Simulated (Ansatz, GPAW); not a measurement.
One calculation of Ti, 3 ways

```
CELL_PARAMETERS angstrom
-1.64100 1.64100 1.64100
1.64100 -1.64100 1.64100
1.64100 1.64100 -1.64100
ATOMIC_POSITIONS crystal
Ti 0.00000 0.00000 0.00000
```

This isn't the form of Ti at room conditions, which is hcp.

Alike in all runs: task band structure; functional BLYP; k mesh 11 × 11 × 11; occupations fermi-dirac, width 0.05 eV; no spin polarisation; no spin-orbit coupling. Pressure is positive in compression and, in plane waves, holds the error of the finite cutoff, which Ansatz's Pulay term estimates and takes out.

```
                           program and potentials  plane-wave cutoff (eV)                                                                                   notes  pressure (GPa)
                               Ansatz, Ansatz PAW                     420  potentials made for PBE, which Ansatz adapts in part; Pulay term of +0.02 GPa included           -0.32
GPAW, PAW data sets generated for this functional                     600                                                                                       -           -0.90
   Ansatz, all-electron LAPW, scalar-relativistic                       -                                                                                       -           -0.30
```

The pressure spans -0.90 (GPAW, PAW data sets generated for this functional) to -0.30 GPa (Ansatz, all-electron LAPW, scalar-relativistic), with all-electron results at -0.30. Some sets were made for another functional than the one run, which can shift their rows.

The functional is the same throughout but for its coding, so the spread measures potentials, basis and numerics; runs on potential files found faulty are left out.
